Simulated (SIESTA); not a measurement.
## ZrS under changes of volume

One of the cells (18.088 Å³/atom); the others are scaled copies at fixed shape and fractional positions:

```
Zr S
1.0
     0.00000    2.62500    2.62500
     2.62500    0.00000    2.62500
     2.62500    2.62500    0.00000
Zr S
1 1
Direct
  0.00000 0.00000 0.00000
  0.50000 0.50000 0.50000
```

| Item | Value |
| --- | --- |
| Program | SIESTA 5.4.2 |
| Functional | LDA |
| Potentials or basis | PseudoDojo 0.4 standard (LDA files) |
| Basis | DZP (energy shift 0.003 Ry; two zetas on semicore shells) |
| Grid cutoff | 800 Ry |
| Energy shift | 0.003 Ry |
| k mesh | 9 × 9 × 9 |
| Occupations | fermi-dirac, width 0.05 eV |
| Spin | no spin polarisation |

```tsv
volume (Å³/atom)	energy over the lowest point (meV/atom)	pressure (GPa)
17.003	0.12	1.8
17.364	0.00	-1.5
17.726	6.73	-4.4
18.088	?	?
18.450	38.05	-9.2
18.811	61.38	-11.3
19.173	89.07	-13.1
```

**Question.** What does the run at 18.088 Å³/atom give?

**Answer.** Energy over the lowest point 19.64 meV/atom; pressure -6.9 GPa.

Worked out: A Birch-Murnaghan fit of order 3 (a polynomial in V^(-2/3)) to the other rows has its minimum at 17.19 Å³/atom with B0 = V·E''(V) = 153 GPa and B' = 4.4. It gives 19.65 meV/atom at 18.088 Å³/atom, against the run's 19.64, and -dE/dV = -7.0 GPa, against -6.9.

Energies are extrapolated to zero smearing.

Caveats: the basis of atomic orbitals isn't converged, which shifts pressures, moduli and gaps.
